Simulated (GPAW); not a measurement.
Crystal: Sn.

```xyz
2
Lattice="0.0000 3.2333 3.2333 3.2333 0.0000 3.2333 3.2333 3.2333 0.0000" Properties=species:S:1:pos:R:3 pbc="T T T"
Sn    4.8500    4.8500    4.8500
Sn    3.2333    3.2333    3.2333
```

This isn't the form of Sn at room conditions, which is tetragonal (white tin).

Base run:

- Program: GPAW 26.7.0
- Functional: PBEsol
- Potentials or basis: PAW data sets generated in the run's folder for this functional
- Cutoff: 600 eV
- Basis: pw
- k mesh: 7 × 7 × 7
- Occupations: fermi-dirac, width 0.05 eV
- Spin: no spin polarisation

Its results: pressure 1.3 GPa.

Question: The run is repeated on the same cell with these changes: functional from PBEsol to BLYP. What comes out?

Answer: Pressure 6.1 GPa.

BLYP binds less tightly than PBEsol, so the same cell stands under more pressure.

Not every run made on this cell is shown here.
